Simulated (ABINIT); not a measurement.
Here is an ABINIT 10.8.3 (patched build) calculation.

The input run.abi:

```
ndtset 7
getwfk -1
scalecart1 3*0.9795861087
scalecart2 3*0.9864848297
scalecart3 3*0.9932883884
scalecart4 3*1.0000000000
scalecart5 3*1.0066227096
scalecart6 3*1.0131594038
scalecart7 3*1.0196128224

pp_dirpath "./"
pseudos "Li.GGA_PBE-JTH.xml"

acell 5.7431478281 5.7431478281 5.7431478281
rprim
    -0.5773502692     0.5773502692     0.5773502692
     0.5773502692    -0.5773502692     0.5773502692
     0.5773502692     0.5773502692    -0.5773502692
ntypat 1
znucl 3
natom 1
typat 1
xred
     0.0000000000     0.0000000000     0.0000000000

ecut 15.0
pawecutdg 30.0

kptopt 1
ngkpt 11 11 11
nshiftk 1
shiftk 0.0 0.0 0.0

ixc -106132
vdw_xc 7

nband 6
occopt 3
tsmear 0.05 eV

nstep 100
tolvrs 1.0e-9

iomode 3
prtwf 1
prtden 0
prteig 0
prtebands 0
```

Potentials or basis: JTH PAW PBE v2.0.

Command:

```sh
$ abinit run.abi > log 2>&1
```

**Question.** Estimate the equilibrium volume.

**Answer.** Outside the volumes run.

Energy against volume, from the lowest point:
| volume (Å³/atom) | energy (meV/atom) |
| --- | --- |
| 20.312 | 0.00 |
| 20.744 | 7.34 |
| 21.177 | 15.07 |
| 21.609 | 23.15 |
| 22.041 | 31.55 |
| 22.473 | 40.25 |
| 22.905 | 49.18 |

Caveat: the PAW data sets were made with another functional, which shifts forces and pressure a little.
